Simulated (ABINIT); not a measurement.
Set up this calculation in ABINIT 10.8.3 (patched build), as the native input.

| Item | Value |
| --- | --- |
| Task | band structure |
| Functional | PBEsol |
| Potentials or basis | PseudoDojo NC SR PBEsol v0.4.1 standard |
| Cutoff | 1143 eV |
| k mesh | 12 × 12 × 12 |
| Occupations | fermi-dirac, width 0.05 eV |
| Spin | no spin polarisation |

The system is Pt.

```xyz
1
Lattice="0.0000 1.9609 1.9609 1.9609 0.0000 1.9609 1.9609 1.9609 0.0000" Properties=species:S:1:pos:R:3 pbc="T T T"
Pt    0.0000    0.0000    0.0000
```

The input as run:

run.abi

```
# Datasets: ground state, then fixed potential
ndtset 2

# Pseudopotentials
pp_dirpath "./"
pseudos "Pt.upf"

# Structure
acell 3*1.0
rprim
     0.0000000000     3.7055639578     3.7055639578
     3.7055639578     0.0000000000     3.7055639578
     3.7055639578     3.7055639578     0.0000000000
ntypat 1
znucl 78
natom 1
typat 1
xred
     0.0000000000     0.0000000000     0.0000000000

# Plane-wave basis
ecut 1142.878222 eV

# Exchange and correlation
ixc -116133

# Bands and occupations
occopt 3
tsmear 0.00183747

# SCF cycle
nstep 100

# Output
iomode 3
prtwf 0
prteig 0
prtebands 0
enunit 1
prtden1 1

# Dataset 1
kptopt1 1
ngkpt1 12 12 12
nshiftk1 1
shiftk1 0.0 0.0 0.0
nband1 13
tolvrs1 1.0e-10

# Dataset 2: bands along G-X-W-K-G-L-U-W-L-K
iscf2 -2
getden2 1
nband2 17
nbdbuf2 2
tolwfr2 1.0e-12
kptopt2 -9
ndivsm2 5
prteig2 1
kptbounds2
     0.0000000000     0.0000000000     0.0000000000
     0.5000000000     0.0000000000     0.5000000000
     0.5000000000     0.2500000000     0.7500000000
     0.3750000000     0.3750000000     0.7500000000
     0.0000000000     0.0000000000     0.0000000000
     0.5000000000     0.5000000000     0.5000000000
     0.6250000000     0.2500000000     0.6250000000
     0.5000000000     0.2500000000     0.7500000000
     0.5000000000     0.5000000000     0.5000000000
     0.3750000000     0.3750000000     0.7500000000
```

Potentials or basis: PseudoDojo NC SR PBEsol v0.4.1 standard.

The run is started by

```console
$ abinit run.abi > log 2>&1
```

It gave:

```
Pressure                                              : -1.2 GPa
Band gap on the k mesh                                : none (metal or under the smearing width)
Valence electrons inside the program's atomic spheres : Pt 14.48 (radii [1.0584] Å)
```

Caveat: spin-orbit coupling is left out, which moves the levels of the heavy elements.

It took 62 s on 1 thread of Arm Neoverse V1, with other jobs on the host, peak memory 0.09 GiB.
